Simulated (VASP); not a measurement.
# Tl, self-consistent run: which settings are enough?

Tl, P1 (no. 1), 36 atoms in the cell. PBE; PAW potentials Tl_d (PBE set). VASP 6.6.1.

Wanted: energy within 2 meV/atom; forces within 0.01 eV/Å.

What the run is for: forces in a large cell; Accuracy asked: standard; Cell repeated: 3 × 3 × 2.

POSCAR:
```
Tl
1.0
   10.3680000000      0.0000000000      0.0000000000
   -5.1840000000      8.9789513865      0.0000000000
    0.0000000000      0.0000000000     11.0500000000
Tl
36
Direct
    0.2204420000      0.1122790000      0.3704830000
    0.2236710000      0.1126940000      0.8805280000
    0.2229090000      0.4455880000      0.3791150000
    0.2235020000      0.4410610000      0.8767510000
    0.2245740000      0.7753090000      0.3743470000
    0.2228780000      0.7741570000      0.8748450000
    0.5499970000      0.1086440000      0.3713700000
    0.5608250000      0.1139920000      0.8759650000
    0.5521870000      0.4423970000      0.3739460000
    0.5510880000      0.4446600000      0.8751540000
    0.5555960000      0.7809100000      0.3844070000
    0.5548080000      0.7763070000      0.8707550000
    0.8929690000      0.1148230000      0.3734930000
    0.8863450000      0.1141720000      0.8713460000
    0.8895940000      0.4445540000      0.3773690000
[... 8 lines left out ...]
    0.1126930000      0.8927970000      0.6243540000
    0.4429070000      0.2211410000      0.1295670000
    0.4456340000      0.2280790000      0.6192420000
    0.4430670000      0.5558850000      0.1241630000
    0.4413260000      0.5574220000      0.6250110000
    0.4488330000      0.8902250000      0.1245970000
    0.4420180000      0.8847040000      0.6266160000
    0.7768650000      0.2244500000      0.1256110000
    0.7769560000      0.2242950000      0.6254360000
    0.7793710000      0.5552210000      0.1217980000
    0.7748680000      0.5469240000      0.6257310000
    0.7715120000      0.8830650000      0.1225530000
    0.7777290000      0.8866780000      0.6248140000
```

The series start from Plane-wave cutoff (eV): 270; Projection operators (LREAL): Auto, ROPT -0.00025; Precision mode (PREC): Normal; Electronic threshold (eV): 1e-5; Parallel layout: defaults; Program: vasp_std; Electronic algorithm: ALGO=Normal; Bands a block (NSIM): NSIM=4; Data layout and linear algebra: defaults. Each series keeps the choices made before it, and each single choice may use up half of a tolerance.

## Plane-wave cutoff (eV)

| Plane-wave cutoff (eV) | Energy less reference (meV/atom) | Forces, largest deviation (eV/Å) | SCF iterations | Time (s) |
|---|---|---|---|---|
| 210 | 36.3 | 0.034 | 13 | 31 |
| 240 | -3.1 | 0.014 | 13 | 34 |
| 270 | -8.5 | 0.011 | 13 | 46 |
| 310 | -3.3 | 0.005 | 13 | 38 |
| 380 (reference) | 0.0 | 0.000 | 13 | 50 |

Chosen: 380; the next looser run is off by more than half of the tolerance, so convergence isn't shown beyond this value.

## Projection operators (LREAL)

| Projection operators (LREAL) | Energy less reference (meV/atom) | Forces, largest deviation (eV/Å) | SCF iterations | Time (s) |
|---|---|---|---|---|
| Auto, ROPT -0.005 | -5.6 | 0.219 | 13 | 40 |
| Auto, ROPT -0.002 | -0.8 | 0.068 | 13 | 45 |
| Auto, ROPT -0.001 | -0.8 | 0.068 | 13 | 42 |
| Auto, ROPT -0.0005 | -0.7 | 0.003 | 13 | 47 |
| Auto, ROPT -0.00025 | -0.9 | 0.003 | 13 | 50 |
| Auto, ROPT -0.0001 | -0.6 | 0.001 | 13 | 51 |
| False (reference) | 0.0 | 0.000 | 13 | 85 |

Chosen: Auto, ROPT -0.0005, the loosest value from which every tighter one stays within half of the tolerance.

## Precision mode (PREC)

| Precision mode (PREC) | Energy less reference (meV/atom) | Forces, largest deviation (eV/Å) | SCF iterations | Time (s) |
|---|---|---|---|---|
| SingleN | -2.3 | 0.028 | 13 | 44 |
| Normal | 0.0 | 0.006 | 13 | 47 |
| Accurate (reference) | 0.0 | 0.000 | 13 | 90 |

Chosen: Accurate; the one before it in the list is off by more than half of the tolerance.

## Electronic threshold (eV)

| Electronic threshold (eV) | Energy less reference (meV/atom) | Forces, largest deviation (eV/Å) | SCF iterations | Time (s) |
|---|---|---|---|---|
| 0.001 | 0.0 | 0.002 | 11 | 86 |
| 0.0001 | 0.0 | 0.003 | 11 | 89 |
| 1e-5 | 0.0 | 0.000 | 13 | 90 |
| 1e-6 | 0.0 | 0.000 | 15 | 119 |
| 1e-7 (reference) | 0.0 | 0.000 | 17 | 123 |

Chosen: 0.001.

## Parallel layout

| Parallel layout | Energy less reference (meV/atom) | Forces, largest deviation (eV/Å) | SCF iterations | Time (s) |
|---|---|---|---|---|
| defaults | 0.0 | 0.000 | 11 | 86 |
| NCORE=2 | 0.0 | 0.000 | 11 | 81 |
| NCORE=4 | 0.0 | 0.000 | 11 | 85 |
| NCORE=8 | 0.0 | 0.000 | 11 | 76 |
| NPAR=2 | 0.0 | 0.000 | 11 | 77 |

Chosen: defaults; no other choice that stays within half of the tolerance saves 30 % of the time.

## Program

| Program | Energy less reference (meV/atom) | Forces, largest deviation (eV/Å) | SCF iterations | Time (s) |
|---|---|---|---|---|
| vasp_std | 0.0 | 0.000 | 11 | 86 |
| vasp_gam | 0.0 | 0.000 | 11 | 66 |

Chosen: vasp_std.

## Electronic algorithm

| Electronic algorithm | Energy less reference (meV/atom) | Forces, largest deviation (eV/Å) | SCF iterations | Time (s) |
|---|---|---|---|---|
| ALGO=Normal | 0.0 | 0.000 | 11 | 86 |
| ALGO=Fast | 0.0 | 0.006 | 10 | 70 |
| ALGO=VeryFast | 0.0 | 0.004 | 17 | 85 |
| ALGO=All ISEARCH=1 | 0.0 | 0.017 | 14 | 100 |

Chosen: ALGO=Normal.

## Bands a block (NSIM)

| Bands a block (NSIM) | Energy less reference (meV/atom) | Forces, largest deviation (eV/Å) | SCF iterations | Time (s) |
|---|---|---|---|---|
| NSIM=4 | 0.0 | 0.000 | 11 | 86 |
| NSIM=1 | 0.0 | 0.000 | 11 | 88 |
| NSIM=2 | 0.0 | 0.000 | 11 | 81 |
| NSIM=8 | 0.0 | 0.000 | 11 | 86 |
| NSIM=16 | 0.0 | 0.000 | 11 | 77 |

Chosen: NSIM=4.

## Data layout and linear algebra

| Data layout and linear algebra | Energy less reference (meV/atom) | Forces, largest deviation (eV/Å) | SCF iterations | Time (s) |
|---|---|---|---|---|
| defaults | 0.0 | 0.000 | 11 | 86 |
| LPLANE=False | 0.0 | 0.000 | 11 | 77 |
| LSCALAPACK=False | 0.0 | 0.000 | 11 | 71 |
| LSCALU=True | 0.0 | 0.000 | 11 | 70 |

Chosen: defaults.

## All choices together

| Input | Energy less reference (meV/atom) | Forces, largest deviation (eV/Å) | Time (s) |
|---|---|---|---|
| the program's defaults (naive) | -3.7 | 0.045 | 34 |
| chosen settings | -0.6 | 0.004 | 86 |
| reference settings throughout | 0.0 | 0.000 | 132 |

The chosen settings stay within the tolerance of the reference run, but the reference itself isn't shown to be converged in: Plane-wave cutoff (eV).

## The input

INCAR:
```
SYSTEM = Tl
  ALGO = Normal
  EDIFF = 0.001
  ENCUT = 380
  GGA = PE
  GGA_COMPAT = .False.
  ISIF = 2
  ISMEAR = 1
  ISYM = 0
  LASPH = .True.
  LCHARG = .False.
  LREAL = Auto
  LWAVE = .False.
  NELM = 120
  NSIM = 4
  PREC = Accurate
  ROPT = -0.0005
  SIGMA = 0.1
```

KPOINTS:
```
k-points
0
Gamma
  1 1 1
```

Commands:
```
cat potpaw_PBE.64/Tl_d/POTCAR > POTCAR
mpirun -np 8 vasp_std > vasp.out
```

Limits: Only the k mesh 1 × 1 × 1 was run, so its error is untested.

The chosen input took VASP 6.6.1 86 s on 8 cores (Intel Xeon Platinum 8488C (Sapphire Rapids)), a shared host.

## An input that fails: Gamma-only program on a mesh of k points

VASP's message: You are using the Gamma-point-only version with more than one k-point or some other non-Gamma k-point.

k mesh: 1 × 1 × 1 becomes 2 × 2 × 2.

Changes against the starting input:
```
- NELM = 120
+ NELM = 85
- vasp_std
+ vasp_gam
(KPOINTS)
-k-points
+Automatic mesh
-  1 1 1
+  2 2 2
+  0 0 0
```
